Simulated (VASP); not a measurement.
SiC:

```
Si C
1.0
     0.00000    2.17911    2.17911
     2.17911    0.00000    2.17911
     2.17911    2.17911    0.00000
Si C
1 1
Direct
  0.75000 0.75000 0.75000
  0.00000 0.00000 0.00000
```

The cell is a database's computed one.

Base run:

| Quantity | Value |
| --- | --- |
| Program | VASP 6.6.1 |
| Functional | r2SCAN |
| Potentials or basis | VASP PAW PBE potentials, release 64 (Si, C) |
| Cutoff | 520 eV |
| k mesh | 10 × 10 × 10 |
| Occupations | gaussian, width 0.02 eV |
| Spin | no spin polarisation |

Its results: band gap on the k mesh 1.73 eV, indirect (least direct gap 5.06 eV); pressure -0.5 GPa.

Task: The run is repeated on the same cell with these changes: functional from r2SCAN to PBEsol; occupations from gaussian, width 0.02 eV to gaussian, width 0.5 eV. What comes out?

Result: Band gap on the k mesh 1.23 eV, indirect (least direct gap 4.44 eV); pressure 0.1 GPa.

Caveats: the PAW data sets were made with another functional, which shifts forces and pressure a little.

A k mesh can miss the band edges.
